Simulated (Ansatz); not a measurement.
# BP (F-43m) in Ansatz: notebook

Aim: see how the results for BP move with the level of theory and the settings. Levels: PBE, revPBE, BLYP+D3(BJ), r2SCAN+D4. Tasks: relaxation of cell and atoms.

Everything below comes from runs of Ansatz 0.2.0. Logs are shortened: lines on timing, memory, paths and dates and some standing lists are left out, and cuts for length are marked.

**1. The crystal as given**

The structure is cubic, space group F-43m (No. 216). Conventional cell: a = 4.538 Å, b = 4.538 Å, c = 4.538 Å, α = 90.00°, β = 90.00°, γ = 90.00°. Around P (site symmetry -43m) lie 4 B at 1.97 Å. B (site symmetry -43m) is surrounded by 4 P at 1.97 Å.

**2. Relaxation of cell and atoms, PBE**

The input, input.yaml:

```yaml
crystal:
  lattice:
    - [0.0, 2.269, 2.269]
    - [2.269, 0.0, 2.269]
    - [2.269, 2.269, 0.0]
  atoms:
    - { symbol: P, position: [0.75, 0.75, 0.75] }
    - { symbol: B, position: [0.0, 0.0, 0.0] }
hamiltonian:
  xc: pbe
  pseudopotentials: { kind: paw }
kpoints:
  mp_grid: { grid: [10, 10, 10] }
scf:
  occupations: { method: fermi_dirac, width: 0.05 }
output:
  forces: true
  stress: true
  write_density: true
  write_potential: true
  elf: true
  volumetric_format: npy
relax:
  f_tol: 0.01
  max_steps: 40
  cell: { stress_tol: 0.05 }
```

Potentials or basis: Ansatz PAW.

Command:

```
> ansatz run input.yaml --threads 2 --pin off --max-ram 5120MiB --backend cpu --events-out ev --progress --plain --runs-dir out
```

Log:

```text
Warning: RAYON_NUM_THREADS=2 ignored (pool sized by the plan → 2); use --threads N
Engine: ansatz 0.2.0, aarch64-unknown-linux-gnu
Pseudopotentials: kind: paw
Pseudopotential: P, paw, valence charge 5, recommended cutoff 420 eV (normal), P.paw.azcp
Pseudopotential: B, paw, valence charge 3, recommended cutoff 420 eV (normal), B.paw.azcp
Functional definition: PBE
  parameter kappa = 0.804
  parameter beta = 0.06672455060314922
  exchange = pbe_x(kappa = kappa, mu = beta*pi^2/3)
  correlation = pbe_c(beta = beta)
Crystal: 2 atoms, lattice volume = 23.363 Å³
Basis set: ecut = 420 eV, 459 PW (Γ), exchange–correlation on 48×48×48 points (8 copies of the dense FFT grid, shifted against one another)
Bands: 8, of which v1, the nominal top of the filled ones, is band 4 counted from 1 (3 counted from 0)
Symmetry: 24 space group operations
Space group: F-43m (ITA 216), of the structure as read, at distance tolerance 2.9e-5 Å
k-points: 47 of 1000 (time reversal used)
Non-local potential: P, projectors of the file, l = 0: 2, l = 1: 2, l = 2: 2
Non-local potential: B, projectors of the file, l = 0: 2, l = 1: 2, l = 2: 1
PAW form: soft (Blöchl's): semilocal exchange-correlation on the pseudo side does not see the compensation charge
PAW one-centre angular grid: P, 110 points (default); XC on 64 Gauss nodes
PAW one-centre angular grid: B, 110 points (default); XC on 64 Gauss nodes
Initial density: superposition of atomic densities (neutral atoms: chi_scale 0, normalization atom), corrected by the library's trained network
Initial wavefunctions: pseudopotential atomic-orbital guess
Functional: x = pbe(κ = 0.804, μ = 0.2195149727645171), c = pbe(β = 0.06672455060314922)
SCF iter   1: F=—  HF=-912.446328 eV  |F-HF|=—  |Δ(HF+E_count)|=         —  Δρ=1.58e-3  dr2=5.16e-4  ethr=1.77e-3  ⟨swp⟩=6.1  Hψ=3482  notcnv=0
preconditioner: auto → none  [insulator: Δε(μ)=1.239 eV  Ē_g=12.799 eV  σ=0.050 eV  W_gap=1.00  n_scr=0 (ndim 8)  ℏωp=21.7 eV  f_vac=0.000  D(μ)=0.00/eV (n_scr^D=0)  ε∞_Penn≈3.9]
SCF iter   2: F=—  HF=-912.446467 eV  |F-HF|=—  |Δ(HF+E_count)|=   1.39e-4  Δρ=8.76e-4  dr2=1.76e-4  ethr=6.45e-6  ⟨swp⟩=2.3  Hψ=925  notcnv=0
SCF iter   3: F=—  HF=-912.446433 eV  |F-HF|=—  |Δ(HF+E_count)|=   3.41e-5  Δρ=4.09e-4  dr2=1.84e-5  ethr=2.20e-6  ⟨swp⟩=2.1  Hψ=534  notcnv=0
SCF iter   4: F=—  HF=-912.446455 eV  |F-HF|=—  |Δ(HF+E_count)|=   2.17e-5  Δρ=1.32e-4  dr2=5.03e-6  ethr=2.30e-7  ⟨swp⟩=2.0  Hψ=564  notcnv=0
SCF iter   5: F=—  HF=-912.446453 eV  |F-HF|=—  |Δ(HF+E_count)|=   1.23e-6  Δρ=3.82e-5  dr2=4.29e-7  ethr=6.29e-8  ⟨swp⟩=2.0  Hψ=527  notcnv=0
SCF iter   6: F=-912.446453 eV  HF=-912.446453 eV  |F-HF|=2.73e-8  |Δ(HF+E_count)|=   1.09e-7  Δρ=1.13e-5  dr2=3.80e-8  ethr=1.25e-9  ⟨swp⟩=8.0  Hψ=1836  notcnv=0
SCF 1 converged in 6 iterations: F = -912.446453 eV  dr2 = 3.80e-8
relax step   1: F+E_penalty+E_count = -912.44645324 eV  Δ(F+E_penalty+E_count) = +0.000e0 eV  max|allowed force component| = 3.516e-16 eV/Å  Δτ_max = 0.0000 Å  P = +1.132 GPa  Ω = 23.363 Å³  (6 SCF iters, dr2 threshold 1.00e-7 eV, accepted)
Crystal: 2 atoms, lattice volume = 23.452 Å³
Initial density: handed on by an earlier stage of this run
Initial wavefunctions: those handed on with the density
iter 1 solved again at ethr=1.73e-6 eV; its pass at ethr=3.10e-3 eV (dr2=1.38e-4 eV) is discarded
SCF iter   1: F=—  HF=-912.446877 eV  |F-HF|=—  |Δ(HF+E_count)|=         —  Δρ=6.70e-4  dr2=1.40e-4  ethr=1.73e-6  ⟨swp⟩=1.7  Hψ=3404  notcnv=0
preconditioner: auto → none  [insulator: Δε(μ)=1.244 eV  Ē_g=12.771 eV  σ=0.050 eV  W_gap=1.00  n_scr=0 (ndim 8)  ℏωp=21.7 eV  f_vac=0.000  D(μ)=0.00/eV (n_scr^D=0)  ε∞_Penn≈3.9]
SCF iter   2: F=—  HF=-912.446834 eV  |F-HF|=—  |Δ(HF+E_count)|=   4.31e-5  Δρ=1.59e-4  dr2=6.99e-6  ethr=1.73e-6  ⟨swp⟩=2.3  Hψ=544  notcnv=0
SCF iter   3: F=—  HF=-912.446832 eV  |F-HF|=—  |Δ(HF+E_count)|=   1.69e-6  Δρ=5.69e-5  dr2=8.41e-7  ethr=8.74e-8  ⟨swp⟩=2.0  Hψ=565  notcnv=0
SCF iter   4: F=-912.446832 eV  HF=-912.446832 eV  |F-HF|=1.27e-8  |Δ(HF+E_count)|=   2.52e-8  Δρ=9.96e-6  dr2=1.31e-8  ethr=2.50e-9  ⟨swp⟩=8.6  Hψ=1909  notcnv=0
SCF 2 converged in 4 iterations: F = -912.446832 eV  dr2 = 1.31e-8
relax step   2: F+E_penalty+E_count = -912.44683209 eV  Δ(F+E_penalty+E_count) = -3.788e-4 eV  max|allowed force component| = 1.249e-16 eV/Å  Δτ_max = 0.0000 Å  P = +0.501 GPa  Ω = 23.452 Å³  energy of the carried Pulay correction = -7.241e-5 eV  (4 SCF iters, dr2 threshold 2.00e-7 eV, accepted)
Crystal: 2 atoms, lattice volume = 23.523 Å³
iter 1 solved again at ethr=1.06e-6 eV; its pass at ethr=3.10e-3 eV (dr2=8.49e-5 eV) is discarded
SCF iter   1: F=—  HF=-912.446913 eV  |F-HF|=—  |Δ(HF+E_count)|=         —  Δρ=5.24e-4  dr2=8.62e-5  ethr=1.06e-6  ⟨swp⟩=1.8  Hψ=3404  notcnv=0
preconditioner: auto → none  [insulator: Δε(μ)=1.249 eV  Ē_g=12.749 eV  σ=0.050 eV  W_gap=1.00  n_scr=0 (ndim 8)  ℏωp=21.7 eV  f_vac=0.000  D(μ)=0.00/eV (n_scr^D=0)  ε∞_Penn≈3.9]
SCF iter   2: F=—  HF=-912.446887 eV  |F-HF|=—  |Δ(HF+E_count)|=   2.59e-5  Δρ=1.27e-4  dr2=4.47e-6  ethr=1.06e-6  ⟨swp⟩=2.3  Hψ=544  notcnv=0
SCF iter   3: F=—  HF=-912.446886 eV  |F-HF|=—  |Δ(HF+E_count)|=   9.83e-7  Δρ=4.61e-5  dr2=5.50e-7  ethr=5.59e-8  ⟨swp⟩=2.0  Hψ=565  notcnv=0
SCF iter   4: F=-912.446887 eV  HF=-912.446886 eV  |F-HF|=9.58e-9  |Δ(HF+E_count)|=   1.22e-8  Δρ=8.37e-6  dr2=9.28e-9  ethr=2.50e-9  ⟨swp⟩=8.4  Hψ=1877  notcnv=0
SCF 3 converged in 4 iterations: F = -912.446887 eV  dr2 = 9.28e-9
relax step   3: F+E_penalty+E_count = -912.44688650 eV  Δ(F+E_penalty+E_count) = -5.441e-5 eV  max|allowed force component| = 7.748e-17 eV/Å  Δτ_max = 0.0000 Å  P = +0.006 GPa  Ω = 23.523 Å³  energy of the carried Pulay correction = -1.300e-4 eV  (4 SCF iters, dr2 threshold 2.00e-7 eV, accepted)
Initial wavefunctions: pseudopotential atomic-orbital guess (no wavefunctions were taken with the density)
iter 1 solved again at ethr=1.31e-6 eV; its pass at ethr=3.10e-3 eV (dr2=1.05e-4 eV) is discarded
SCF iter   1: F=—  HF=-912.447008 eV  |F-HF|=—  |Δ(HF+E_count)|=         —  Δρ=1.60e-5  dr2=1.46e-8  ethr=1.31e-6  ⟨swp⟩=2.6  Hψ=4527  notcnv=0
eigensolver tolerance schedule: the retry pair's looser diagonalisation over-reported the residual by 7174.38 of it (diagonalisation noise at an unbounded share of the residual, at the tolerance the schedule requests for it); recorded, not acted on — ethr = c·dr2/N_el stays at c = 1.0e-1
preconditioner: auto → none  [insulator: Δε(μ)=1.253 eV  Ē_g=12.749 eV  σ=0.050 eV  W_gap=1.00  n_scr=0 (ndim 8)  ℏωp=21.7 eV  f_vac=0.000  D(μ)=0.00/eV (n_scr^D=0)  ε∞_Penn≈3.9]
SCF iter   2: F=—  HF=-912.447007 eV  |F-HF|=—  |Δ(HF+E_count)|=   7.61e-7  Δρ=8.11e-6  dr2=3.94e-9  ethr=1.82e-10  ⟨swp⟩=3.0  Hψ=674  notcnv=0
SCF iter   3: F=—  HF=-912.447007 eV  |F-HF|=—  |Δ(HF+E_count)|=   1.18e-8  Δρ=9.96e-7  dr2=1.27e-10  ethr=4.93e-11  ⟨swp⟩=2.2  Hψ=557  notcnv=0
SCF iter   4: F=-912.447007 eV  HF=-912.447007 eV  |F-HF|=6.82e-13  |Δ(HF+E_count)|=  6.57e-11  Δρ=3.15e-7  dr2=1.26e-11  ethr=1.00e-12  ⟨swp⟩=7.1  Hψ=2059  notcnv=0
SCF 4 converged in 4 iterations: F = -912.447007 eV  dr2 = 1.26e-11
relax step   4: F+E_penalty+E_count = -912.44700691 eV  Δ(F+E_penalty+E_count) = -1.204e-4 eV  max|allowed force component| = 8.789e-17 eV/Å  Δτ_max = 0.0000 Å  P = +0.013 GPa  Ω = 23.523 Å³  stress off target by 1.35e-2 GPa  SCF on the basis re-selected at this cell (its energy is not comparable with the rows above)  (4 SCF iters)
basis re-selected at this cell: Δ(F+E_penalty+E_count) = -1.204e-4 eV, ΔP = +0.007 GPa vs the last step (what re-selecting the basis moved, of the pressure what is left beyond the Pulay correction that the steps carried, after the strain that the cell walked since its last selection, with what the two solves' SCF thresholds leave and, on support functions, any second-order correction that the steps lacked; it is no measure of the basis error at this ecutwfc). This SCF's stress stands 1.35e-2 GPa from its target on what of the cell is left free (relax.cell.stress_tol is 5.00e-2 GPa) and its largest allowed force component is 8.79e-17 eV/Å (relax.f_tol is 1.00e-2 eV/Å): within both
SCF converged after 4 iterations
Free energy (F): -912.447007 eV
Harris-Foulkes:  -912.447007 eV  (|F-HF|=6.82e-13)
Internal energy: -912.447007 eV  (E = F + TS)
E sigma→0 (E₀):  -912.447007 eV
Entropy (-TS):   -0.000000 eV (-0.000 meV/atom)
Fermi energy:    9.779500 eV
--- Per-component energies (eV) ---
  E_band       = 21.651109
  E_kinetic    = 121.358626
  E_local      = -68.390822  (includes V_loc(G=0)·N_el)
  E_nonlocal   = 44.982518
  E_hartree    = 17.138277
  E_xc         = -94.745152
  E_vxc        = -100.383027  (∫ρ·V_xc dr)
  E_paw        = -647.945679  (= ΣΔE_a)
  E_vpaw       = -10.192722  (= ΣTr[D̂ρ^β])
  E_aug_tail   = 0.000000  (compensation charges beyond the density's cutoff)
  E_ewald      = -284.844774
  E_smearing   = -0.000000  (= −TS)
  E_closure    = -0.000000  (closes the sum)
  Σ components = -912.447007   (vs F -912.447007, Δ=0.00e0)
--- Forces (eV/Å), atoms counted from 1 ---
  atom   1  P      0.00000000     0.00000000     0.00000000
  atom   2  B     -0.00000000    -0.00000000     0.00000000
  max |Σ_I F_I| component: 6.01e-17 eV/Å
--- Stress (GPa, compression-positive) ---
        0.013472      -0.000000      -0.000000
       -0.000000       0.013472       0.000000
       -0.000000       0.000000       0.013472
  P = ⅓ Tr σ = 0.0135 GPa (0.135 kbar)
--- Band table (eV; the first three rows and the last of 47) ---
  k-point 0: bands = ["-6.2246", "9.1716", "9.1716", "9.1716", "12.5657", "12.5657", "12.5657", "16.4399"]
  k-point 1: bands = ["-6.0455", "7.8764", "8.8792", "8.8792", "12.9698", "12.9698", "12.9919", "16.9684"]
  k-point 2: bands = ["-5.5153", "5.5459", "8.3237", "8.3237", "13.1745", "13.6841", "13.6841", "18.1606"]
  k-point 46: bands = ["-1.1668", "1.0761", "3.6828", "3.8529", "13.7737", "14.5628", "17.3584", "17.8015"]
--- Relaxed structure (3 steps of the walk, 3 accepted, 1 SCFs on fresh bases) ---
  F+E_penalty+E_count = -912.44700691 eV   max|allowed force component| = 8.789e-17 eV/Å   (the final SCF, on the basis selected at the relaxed cell)
  cell:  # Å, volume = 23.5228 Å³
    - [-1.2738430082238973e-33, 2.274151794506765, 2.274151794506765]
    - [2.274151794506765, 1.898026082253608e-33, 2.274151794506765]
    - [2.274151794506765, 2.274151794506765, 3.8724827450006484e-33]
  atoms:
    - { symbol: P, position: [0.75, 0.75, 0.75] }
    - { symbol: B, position: [6.648942807859561e-34, -5.994658542192531e-34, -5.552574578903995e-34] }
```

Wall time 1.9 s (2 threads of Arm Neoverse V2, shared host); peak memory 0.26 GiB.

Results:

* Free energy: -912.4470 eV
* Relaxed volume: 11.76 Å³/atom
* Relaxed cell: a = 3.216 Å, b = 3.216 Å, c = 3.216 Å, α = 60.00°, β = 60.00°, γ = 60.00°
* Space group after relaxing (to 0.05 Å): F-43m (No. 216)
* Energy gained by relaxing: 0.3 meV/atom
* Ionic steps: 4
* Pressure after relaxing: 0.0 GPa
* Band gap on the k mesh: 1.25 eV, indirect (least direct gap 3.39 eV)

Step by step:
```csv
step,energy change (eV),largest force (eV/Å),volume (Å³)
1,0.0000,0.0000,23.36
2,-0.0004,0.0000,23.45
3,-0.0004,0.0000,23.52
4,-0.0006,0.0000,23.52
```

Final structure:
```
CELL_PARAMETERS angstrom
0.00000 2.27415 2.27415
2.27415 0.00000 2.27415
2.27415 2.27415 0.00000
ATOMIC_POSITIONS crystal
P 0.75000 0.75000 0.75000
B 0.00000 0.00000 0.00000
```

Caveat: the plane-wave basis is chosen anew once the cell has moved, so the energies of steps on either side of that aren't comparable. A k mesh can miss the band edges.

(Continued in part 2 of 2.)
